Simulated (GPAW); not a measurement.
# Se (P3_121) in GPAW: further runs

The runs below take Se through electron localisation function, single point, relaxation of cell and atoms, with LDA, PBE, PBEsol.

Program: GPAW 26.7.0. These are calculated values, not measurements. Logs are shortened: lines on timing, memory, paths and dates and some standing lists are left out, and cuts for length are marked. The log counts tension as positive stress, the text compression.

### 1 The crystal as given

The structure is trigonal, space group P3_121 (No. 152). Conventional cell: a = 4.366 Å, b = 4.366 Å, c = 4.954 Å, α = 90.00°, β = 90.00°, γ = 120.00°. Se (site symmetry 2) has 2 Se at 2.37 Å as nearest neighbours.

### 2 Electron localisation function, LDA (cell strained at random at fixed volume)

run.py reads:

```python
from ase.dft.bandgap import bandgap
from ase.io import read, write
from ase.units import Bohr, GPa
from gpaw import GPAW, PW
from gpaw.elf import elf_from_dft_calculation

atoms = read('Se.xyz')

calc = GPAW(mode=PW(600),
            xc='LDA',
            kpts={'size': (7, 7, 6), 'gamma': True},
            occupations={'name': 'fermi-dirac', 'width': 0.1},
            nbands=19,
            convergence={'density': 1e-05, 'energy': 1e-05},
            maxiter=150,
            txt='gpaw.txt')
atoms.calc = calc
energy = atoms.get_potential_energy()
forces = atoms.get_forces()
stress = atoms.get_stress()
calc.write('gs.gpw')
write('result.traj', atoms)
print(f'Energy: {energy:.6f} eV')
print('Forces (eV/A):')
print(forces.round(4))
print('Stress (GPa):', (stress / GPa).round(3))
print('Fermi level:', round(calc.get_fermi_level(), 4), 'eV')
print(f'Gap: {bandgap(calc)[0]:.4f} eV, direct: {bandgap(calc, direct=True)[0]:.4f} eV')

# fields on the real-space grid
write('density.cube', atoms, data=calc.get_pseudo_density() * Bohr**3)
write('potential.cube', atoms, data=calc.get_electrostatic_potential())
write('elf.cube', atoms, data=elf_from_dft_calculation(calc).data)
```

Se.xyz reads:

```xyz
3
Lattice="4.3527750000 -0.0282980000 0.0070720000 -2.2008950000 3.8311620000 -0.0131980000 0.0080230000 -0.0126580000 4.9225600000" Properties=species:S:1:pos:R:3 pbc="T T T"
Se     1.6668462480      2.9456984544     -0.0047451996
Se    -0.4907330663      0.8551052481      3.2787318376
Se     0.9837898183     -0.0105977025      1.6424473620
```

Potentials or basis: the program's PAW data sets (release 1.2.1) made for this functional, pw.

Launch:

```sh
OMP_NUM_THREADS=1 python run.py
```

gpaw.txt:

```text
__  _  _
 | _ |_)|_||  |
 |__||  | ||/\| - 26.7.0

Input parameters:
  mode=PW(ecut=600.0),
  convergence={'density': 1e-05, 'energy': 1e-05},
  kpts=MonkhorstPack(size=(7, 7, 6), gamma=True),
  maxiter=150,
  nbands=19,
  occupations=Occupations(name='fermi-dirac', width=0.1),
  xc=XC(name='LDA')

Diagonalizing LCAO Hamiltonian
Converting LCAO to pw mode

        Se

           Se
              Se

Atoms  # Å, Bohr magnetons
|   | symbol |         x |         y |         z |    initial magnetic moments |
|---|--------|-----------|-----------|-----------|-----------------------------|
| 0 |     Se |  1.666846 |  2.945698 | -0.004745 | ( 0.0000,  0.0000,  0.0000) |
| 1 |     Se | -0.490733 |  0.855105 |  3.278732 | ( 0.0000,  0.0000,  0.0000) |
| 2 |     Se |  0.983790 | -0.010598 |  1.642447 | ( 0.0000,  0.0000,  0.0000) |

Unit cell  # Å
| periodic |         x |         y |         z |  lengths |     angles |
|----------|-----------|-----------|-----------|----------|------------|
|      yes |  4.352775 | -0.028298 |  0.007072 | 4.352873 |  90.345416 |
|      yes | -2.200895 |  3.831162 | -0.013198 | 4.418361 |  89.812575 |
|      yes |  0.008023 | -0.012658 |  4.922560 | 4.922583 | 120.248769 |

Number of symmetries: 1
Symmetry operations  # r_c * U_cc + t_c -> r_c
|   | kind |            matrix            |
|---|------|------------------------------|
| 0 |  E   |  1, 0, 0,  0, 1, 0,  0, 0, 1 |

BZ-sampling:
  Number of BZ points: 294
  Number of IBZ points: 148

  Monkhorst-Pack size: [7, 7, 6]
  Monkhorst-Pack shift: [0.0, 0.0, 0.08333333333333333]

K-points  # in reciprocal-cell coordinates
|     |                                coordinates |     weight |
|-----|--------------------------------------------|------------|
|   0 | (  0.00000000,   0.00000000,   0.00000000) | 0.00340136 |
|   1 | (  0.00000000,   0.00000000,   0.16666667) | 0.00680272 |
|   2 | (  0.00000000,   0.00000000,   0.33333333) | 0.00680272 |
|   3 | (  0.00000000,   0.00000000,   0.50000000) | 0.00340136 |
|   4 | (  0.00000000,   0.14285714,  -0.33333333) | 0.00680272 |
|   5 | (  0.00000000,   0.14285714,  -0.16666667) | 0.00680272 |
|   6 | (  0.00000000,   0.14285714,   0.00000000) | 0.00680272 |
|   7 | (  0.00000000,   0.14285714,   0.16666667) | 0.00680272 |
|   8 | (  0.00000000,   0.14285714,   0.33333333) | 0.00680272 |
|   9 | (  0.00000000,   0.14285714,   0.50000000) | 0.00680272 |
| ... |                                            |            |
| 147 | (  0.42857143,   0.42857143,   0.50000000) | 0.00680272 |

Plane wave coefficients: 2756
Cutoff: 600.0 eV

Spin-components: 1 (collinear spins)
Bands:           19
Projectors:      15
Spin-degeneracy: 2
Datatype:        complex128

Parallelization:
  kpt:    1
  domain: 1
  band:   1

Density:
  Valence electrons: 18.0
  Components: 1
  Grid points: [25 25 28]
  Charge: 0.0  # |e|

Potential:
  Grid points: [25 25 28]

species:
  Se:
    name:    Selenium
    Z:       34.0
    valence: 6
    core:    28
    charge:  0.0  # [|e|]
    compensation charges:
      type: gauss
      rc: 0.27  # [Å]
      lmax: 2
    cutoffs:
      filter: 1.77  # [Å]
      core: 2.67  # [Å]
    projectors
    | kind |    occ | energy [eV] | rcut [Å] |
    |------|--------|-------------|----------|
    |   4s |  2.000 |     -17.472 |    0.847 |
    |   4p |  4.000 |      -6.656 |    1.005 |
    |    s |        |       9.739 |    0.847 |
    |    p |        |      20.555 |    1.005 |
    |    d |        |       0.000 |    0.847 |

    Using partial waves for Se as LCAO basis

Reference energy: -198051.520922  # eV

eigensolver:
  PPCG
  Converge bands: occupied
  niter=2

density mixing:
  MSR1-Mixer
  Pratt-step length: 0.05
  Maximum mixing coefficient: 0.75
  Old densities: 10
  SVD Regularization: 0.005
  Good broyden scale: 1.0
  Trust region scale: 1.0
  Backstep threshold: 4.0
  History deletion threshold: 6.0
  Fourier metric: weight=20.0, sigma=0.015

occupation numbers:
  Fermi-Dirac:
    width: 0.1000  # eV

poisson solver:
  ecut: 4800.0  # eV

xc functional:
  name: None

convergence criteria:
- Maximum integral of absolute [dens]ity change: 1e-05 electrons / valence electron
- Maximum [total energy] change in last 3 cyles: 1e-05 eV / valence electron
- Maximum integral of absolute [eigenst]ate change: 4e-08 eV^2 / valence electron
maximum number of iterations: 150

SCF iterations
|iter     | |      energy | eigst |  dens |
|---------|-|-------------|-------|-------|
|iter:   1| |  -12.420492 | -0.33 |       |
|iter:   2| |  -12.414777 | -2.23 | -1.13 |
|iter:   3| |  -12.312462 | -2.72 | -1.16 |
|iter:   4| |  -12.306458 | -3.60 | -1.74 |
|iter:   5| |  -12.306451 | -4.72 | -2.60 |
|iter:   6| |  -12.306462c| -5.55 | -3.00 |
|iter:   7| |  -12.306459c| -6.36 | -3.51 |
|iter:   8| |  -12.306459c| -7.15 | -4.00 |
|iter:   9| |  -12.306459c| -7.57c| -4.85 |
|iter:  10| |  -12.306459c| -8.06c| -5.27c|

Converged in 10 steps
Energy contributions relative to reference atoms: (reference = -198051.520922)

Energy contributions:
  Kinetic:          16.492898
  Coulomb:         -16.537317
  Zero:              0.024501
  External:          0.000000
  Xc:              -12.286290
  Entropy:          -0.000503
  Spinorbit:         0.000000
  ----------------------------
  Free energy:     -12.306711
  Extrapolated:    -12.306459

dipole moment: (-7.975073, -13.998757, -18.161860)  # |e|*Ang

Fermi level: 4.735
Eigenvalues  # (at kpt = [0.000, 0.000, 0.000])
| band index |      eig [eV] | occ [0-2] |
|------------|---------------|-----------|
|          0 |       -11.729 |     2.000 |
|          1 |        -7.624 |     2.000 |
|          2 |        -7.552 |     2.000 |
|          3 |         0.299 |     2.000 |
|          4 |         0.324 |     2.000 |
|          5 |         0.370 |     2.000 |
[... 9 lines left out ...]
|         15 |        12.535 |     0.000 |
|         16 |        12.722 |     0.000 |
|        ... |               |           |
|         18 |        12.931 |     0.000 |

Gap: 0.994 eV
Transition (v -> c):
  (s=0, k=147, n=8, [0.43, 0.43, 0.50]) -> (s=0, k=3, n=9, [0.00, 0.00, 0.50])
Direct/indirect transitions are different
Direct gap: 1.431 eV
Transition at: (s=0, k=63, n=8, [0.14, 0.43, 0.50])

Forces  # eV/Ang
|        x |        y |        z |
|----------|----------|----------|
| -0.18750 | -0.17661 | -0.10936 |  # Se   0
| -0.13156 |  0.14405 |  0.08837 |  # Se   1
|  0.31905 |  0.03248 |  0.02101 |  # Se   2

Stress tensor  # eV/Ang^3
|         x |         y |         z |
|-----------|-----------|-----------|
|  0.008290 | -0.000729 | -0.000729 |
| -0.000729 |  0.011745 | -0.003103 |
| -0.000729 | -0.003103 | -0.000979 |

# Writing to gs.gpw (mode='')
```

Wall time 1.8 min (1 thread of Arm Neoverse V1, shared host); peak memory 0.34 GiB.

Results:

- Free energy: -12.3067 eV
- Pressure: -1.0 GPa
- Largest force: 0.321 eV/Å
- Band gap on the k mesh: 0.99 eV, indirect (least direct gap 1.43 eV)

Forces in eV/Å, atoms in the order of the input:
```
Se  -0.187 -0.177 -0.109
Se  -0.132  0.144  0.088
Se   0.319  0.032  0.021
```

Stress tensor (GPa, compression positive):
```
-1.33  0.12  0.12
 0.12 -1.88  0.50
 0.12  0.50  0.16
```

Caveat: an odd mesh through Γ misses points on the zone boundary, where band edges often lie.

### 3 Single point, PBE

run.py reads:

```python
from ase.dft.bandgap import bandgap
from ase.io import read, write
from ase.units import GPa
from gpaw import GPAW, PW

atoms = read('POSCAR')

calc = GPAW(mode=PW(600),
            xc='PBE',
            kpts={'size': (7, 7, 6), 'gamma': True},
            occupations={'name': 'methfessel-paxton', 'order': 0, 'width': 0.011},
            nbands=19,
            convergence={'density': 1e-05, 'energy': 1e-05},
            maxiter=150,
            txt='gpaw.txt')
atoms.calc = calc
energy = atoms.get_potential_energy()
forces = atoms.get_forces()
stress = atoms.get_stress()
calc.write('gs.gpw')
write('result.traj', atoms)
print(f'Energy: {energy:.6f} eV')
print('Forces (eV/A):')
print(forces.round(4))
print('Stress (GPa):', (stress / GPa).round(3))
print('Fermi level:', round(calc.get_fermi_level(), 4), 'eV')
print(f'Gap: {bandgap(calc)[0]:.4f} eV, direct: {bandgap(calc, direct=True)[0]:.4f} eV')
```

POSCAR reads:

```
Se
1.0
    4.3662000000      0.0000000000      0.0000000000
   -2.1831000000      3.7812401180      0.0000000000
    0.0000000000      0.0000000000      4.9536000000
Se
3
Direct
    0.7746000000      0.7746000000      0.0000000000
    0.0000000000      0.2254000000      0.6666666667
    0.2254000000      0.0000000000      0.3333333333
```

Potentials or basis: GPAW PAW data sets (gpaw-data 1.2.1), pw.

Launch:

```sh
OMP_NUM_THREADS=1 python run.py
```

gpaw.txt:

```text
__  _  _
 | _ |_)|_||  |
 |__||  | ||/\| - 26.7.0

Input parameters:
  mode=PW(ecut=600.0),
  convergence={'density': 1e-05, 'energy': 1e-05},
  kpts=MonkhorstPack(size=(7, 7, 6), gamma=True),
  maxiter=150,
  nbands=19,
  occupations=Occupations(name='methfessel-paxton', order=0, width=0.011),
  xc=XC(name='PBE')

Diagonalizing LCAO Hamiltonian
Converting LCAO to pw mode

       Se

           Se
              Se

Atoms  # Å, Bohr magnetons
|   | symbol |         x |        y |        z |    initial magnetic moments |
|---|--------|-----------|----------|----------|-----------------------------|
| 0 |     Se |  1.691029 | 2.928949 | 0.000000 | ( 0.0000,  0.0000,  0.0000) |
| 1 |     Se | -0.492071 | 0.852292 | 3.302400 | ( 0.0000,  0.0000,  0.0000) |
| 2 |     Se |  0.984141 | 0.000000 | 1.651200 | ( 0.0000,  0.0000,  0.0000) |

Unit cell  # Å
| periodic |         x |        y |        z |  lengths |     angles |
|----------|-----------|----------|----------|----------|------------|
|      yes |  4.366200 | 0.000000 | 0.000000 | 4.366200 |  90.000000 |
|      yes | -2.183100 | 3.781240 | 0.000000 | 4.366200 |  90.000000 |
|      yes |  0.000000 | 0.000000 | 4.953600 | 4.953600 | 120.000000 |

Number of symmetries: 2
Symmetry operations  # r_c * U_cc + t_c -> r_c
|   | kind |            matrix            |
|---|------|------------------------------|
| 0 |  E   |  1, 0, 0,  0, 1, 0,  0, 0, 1 |
| 1 |  C2  |  0, 1, 0,  1, 0, 0,  0, 0,-1 |

BZ-sampling:
  Number of BZ points: 294
  Number of IBZ points: 88

  Monkhorst-Pack size: [7, 7, 6]
  Monkhorst-Pack shift: [0.0, 0.0, 0.08333333333333333]

[... 99 lines left out ...]

SCF iterations
|iter     | |      energy | eigst |  dens |
|---------|-|-------------|-------|-------|
|iter:   1| |  -10.497211 | -0.33 |       |
|iter:   2| |  -10.496087 | -2.26 | -1.12 |
|iter:   3| |  -10.431223 | -2.76 | -1.14 |
|iter:   4| |  -10.428203 | -3.55 | -1.69 |
|iter:   5| |  -10.428359 | -4.74 | -2.58 |
|iter:   6| |  -10.428406 | -5.81 | -2.99 |
|iter:   7| |  -10.428408c| -6.86 | -3.69 |
|iter:   8| |  -10.428408c| -7.70c| -4.04 |
|iter:   9| |  -10.428408c| -8.13c| -4.75 |
|iter:  10| |  -10.428408c| -8.36c| -5.13c|

Converged in 10 steps
Energy contributions relative to reference atoms: (reference = -198310.596392)

Energy contributions:
  Kinetic:          19.758511
  Coulomb:         -19.263246
  Zero:             -0.021594
  External:          0.000000
  Xc:              -10.902079
  Entropy:           0.000000
  Spinorbit:         0.000000
  ----------------------------
  Free energy:     -10.428408
  Extrapolated:    -10.428408

dipole moment: (-8.038328, -13.922793, -18.239505)  # |e|*Ang

Fermi level: 5.300
Eigenvalues  # (at kpt = [0.000, 0.000, 0.000])
| band index |      eig [eV] | occ [0-2] |
|------------|---------------|-----------|
|          0 |       -11.373 |     2.000 |
|          1 |        -7.250 |     2.000 |
|          2 |        -7.250 |     2.000 |
|          3 |         0.637 |     2.000 |
|          4 |         0.637 |     2.000 |
|          5 |         0.716 |     2.000 |
[... 9 lines left out ...]
|         15 |        12.895 |     0.000 |
|         16 |        13.192 |     0.000 |
|        ... |               |           |
|         18 |        13.247 |     0.000 |

Gap: 1.212 eV
Transition (v -> c):
  (s=0, k=77, n=8, [0.43, 0.14, 0.50]) -> (s=0, k=3, n=9, [0.00, 0.00, 0.50])
Direct/indirect transitions are different
Direct gap: 1.469 eV
Transition at: (s=0, k=77, n=8, [0.43, 0.14, 0.50])

Forces  # eV/Ang
|        x |        y |        z |
|----------|----------|----------|
| -0.20997 | -0.36369 |  0.00000 |  # Se   0
| -0.20996 |  0.36367 |  0.00002 |  # Se   1
|  0.41993 |  0.00000 | -0.00002 |  # Se   2

Stress tensor  # eV/Ang^3
|         x |         y |         z |
|-----------|-----------|-----------|
| -0.013808 |  0.000000 |  0.000000 |
|  0.000000 | -0.013808 | -0.000000 |
|  0.000000 | -0.000000 | -0.025035 |

# Writing to gs.gpw (mode='')
```

stdout:

```text
Energy: -10.428408 eV
Forces (eV/A):
[[-0.21   -0.3637  0.    ]
 [-0.21    0.3637  0.    ]
 [ 0.4199  0.     -0.    ]]
Stress (GPa): [-2.212 -2.212 -4.011 -0.     0.     0.   ]
Fermi level: 5.3 eV
Gap: 1.2122 eV, direct: 1.4692 eV
```

Run time: 61 s. Hardware: 1 thread of Arm Neoverse V1, shared host; peak memory 0.26 GiB.

Results:

* Free energy: -10.4284 eV
* Pressure: 2.8 GPa
* Largest force: 0.420 eV/Å
* Band gap on the k mesh: 1.21 eV, indirect (least direct gap 1.47 eV)

Forces on the atoms (eV/Å):
```
Se  -0.210 -0.364  0.000
Se  -0.210  0.364  0.000
Se   0.420  0.000  0.000
```

Stress tensor (GPa, compression positive):
```
2.21 0.00 0.00
0.00 2.21 0.00
0.00 0.00 4.01
```

Caveat: an odd mesh through Γ misses points on the zone boundary, where band edges often lie.

### 4 Relaxation of cell and atoms, PBE

run.py reads:

```python
from ase import Atoms
from ase.filters import FrechetCellFilter
from ase.io import write
from ase.optimize import BFGS
from gpaw import GPAW, PW

atoms = Atoms(['Se', 'Se', 'Se'],
              cell=[[4.3662, 0.0, 0.0],
                    [-2.1831, 3.781240118, 0.0],
                    [0.0, 0.0, 4.9536]],
              scaled_positions=[[0.7746, 0.7746, 0.0],
                                [0.0, 0.2254, 0.6666666667],
                                [0.2254, 0.0, 0.3333333333]],
              pbc=True)

calc = GPAW(mode=PW(600),
            xc='PBE',
            kpts={'size': (7, 7, 6), 'gamma': True},
            occupations={'name': 'fermi-dirac', 'width': 0.05},
            nbands=19,
            convergence={'density': 1e-05, 'forces': 0.0001},
            maxiter=150,
            txt='gpaw.txt')
atoms.calc = calc
opt = BFGS(FrechetCellFilter(atoms), trajectory='relax.traj', logfile='-')
done = opt.run(fmax=0.01, steps=40)
calc.write('gs.gpw')
write('result.traj', atoms)
print('Converged:', done)
print('Cell:', atoms.cell.cellpar().round(4))
print('Volume:', round(atoms.get_volume(), 4))
print(atoms.get_scaled_positions().round(5))
```

Launch:

```sh
OMP_NUM_THREADS=1 python run.py
```

Wall time 16 min (1 thread of Arm Neoverse V1, shared host); peak memory 0.52 GiB.

The run converged. Its results:

```yaml
Free_energy: -10.4669 eV
Relaxed_volume: 29.65 Å³/atom
Relaxed_cell: a = 4.512 Å, b = 4.512 Å, c = 5.046 Å, α = 90.00°, β = 90.00°, γ = 120.00°
Space_group_after_relaxing_to_0.05_Å: P3_121 (No. 152)
Energy_gained_by_relaxing: 12.8 meV/atom
Ionic_steps: 16
Pressure_after_relaxing: 0.0 GPa
Band_gap_on_the_k_mesh: 1.18 eV, indirect (least direct gap 1.40 eV)
```

The path:
| step | energy change (eV) | largest force (eV/Å) | pressure (GPa) | volume (Å³) |
| --- | --- | --- | --- | --- |
| 1 | 0.0000 | 0.4200 | 2.81 | 81.78 |
| 2 | -0.0153 | 0.2499 | 2.01 | 82.34 |
| 3 | -0.0293 | 0.0644 | 0.46 | 83.61 |
| 4 | -0.0300 | 0.0897 | 0.30 | 83.83 |
| 5 | -0.0322 | 0.1258 | -0.05 | 84.54 |
| 6 | -0.0342 | 0.1127 | -0.21 | 85.27 |
| 7 | -0.0355 | 0.0526 | -0.13 | 85.76 |
| 8 | -0.0358 | 0.0122 | 0.02 | 85.76 |
| 9 | -0.0359 | 0.0002 | 0.08 | 85.71 |
| 10 | -0.0359 | 0.0084 | 0.14 | 85.69 |
| 11 | -0.0362 | 0.0221 | 0.22 | 85.76 |
| 12 | -0.0366 | 0.0371 | 0.30 | 86.09 |
| 13 | -0.0373 | 0.0441 | 0.32 | 86.89 |
| 14 | -0.0381 | 0.0311 | 0.21 | 88.02 |
| 15 | -0.0385 | 0.0094 | 0.07 | 88.80 |
| 16 | -0.0385 | 0.0010 | 0.01 | 88.95 |

Final structure:
```yaml
crystal:
  lattice:
    - [4.51180, -0.00001, 0.00000]
    - [-2.25590, 3.90733, 0.00000]
    - [0.00000, 0.00000, 5.04582]
  atoms:
    - { symbol: Se, position: [0.78047, 0.78047, 0.00000] }
    - { symbol: Se, position: [0.00000, 0.21953, 0.66666] }
    - { symbol: Se, position: [0.21953, 0.00000, 0.33334] }
```

Levels at points of the mesh, in eV from the valence-band top:
| k point | band 6 | band 7 | band 8 | band 9 | band 10 | band 11 | band 12 | band 13 |
| --- | --- | --- | --- | --- | --- | --- | --- | --- |
| (0.00, 0.00, 0.00) | -3.42 | -1.83 | -1.83 | -0.29 | 1.93 | 1.93 | 2.30 | 5.94 |
| (0.00, 0.00, 0.50) | -3.20 | -1.31 | -1.31 | -0.94 | 1.35 | 1.38 | 1.38 | 6.54 |

Caveat: later steps reuse the first step's grids; an odd mesh through Γ misses points on the zone boundary, where band edges often lie. PBE usually gives volumes a little too large and moduli too small.

(Continued in part 2 of 2.)
